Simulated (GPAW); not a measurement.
The system is Na2S.

```
S Na
1.0
     0.00000    3.27350    3.27350
     3.27350    0.00000    3.27350
     3.27350    3.27350    0.00000
S Na
1 2
Direct
  0.00000 0.00000 0.00000
  0.75000 0.75000 0.75000
  0.25000 0.25000 0.25000
```

Base run:

```yaml
Program: GPAW 26.7.0
Functional: PBE
Potentials_or_basis: GPAW PAW data sets (gpaw-data 1.2.1)
Cutoff: 800 eV
Basis: pw
k_mesh: 7 × 7 × 7
Occupations: fermi-dirac, width 0.05 eV
Spin: no spin polarisation
```

Its results: band gap on the k mesh 2.49 eV, direct; pressure 0.2 GPa.

Task: After a change of settings the same cell gave: band gap on the k mesh 2.24 eV, direct; pressure -2.1 GPa. Which change was it?
A. functional from PBE to LDA; potentials or basis from GPAW PAW data sets (gpaw-data 1.2.1) to the program's PAW data sets (release 1.2.1) made for this functional
B. functional from PBE to r2SCAN
C. functional from PBE to PBEsol; potentials or basis from GPAW PAW data sets (gpaw-data 1.2.1) to PAW data sets generated in the run's folder for this functional

Result: A.
